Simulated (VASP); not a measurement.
Pd:

```
CELL_PARAMETERS angstrom
0.00000 1.94650 1.94650
1.94650 0.00000 1.94650
1.94650 1.94650 0.00000
ATOMIC_POSITIONS crystal
Pd 0.00000 0.00000 0.00000
```

Base run:

```yaml
Program: VASP 6.6.1
Functional: revTPSS
Potentials_or_basis: VASP PAW PBE potentials, release 64 (Pd)
Cutoff: 520 eV
k_mesh: 12 × 12 × 12
Occupations: fermi-dirac, width 0.05 eV
Spin: no spin polarisation
```

Its results: pressure -2.5 GPa.

Q: The run is repeated on the same cell with these changes: functional from revTPSS to TPSS; further incar settings from ALGO = Normal; EDIFF = 1e-06; NBANDS = 11 to ALGO = Normal; EDIFF = 1e-06. What comes out?

A: Pressure 1.5 GPa.

Caveats: the PAW data sets were made with another functional, which shifts forces and pressure a little.
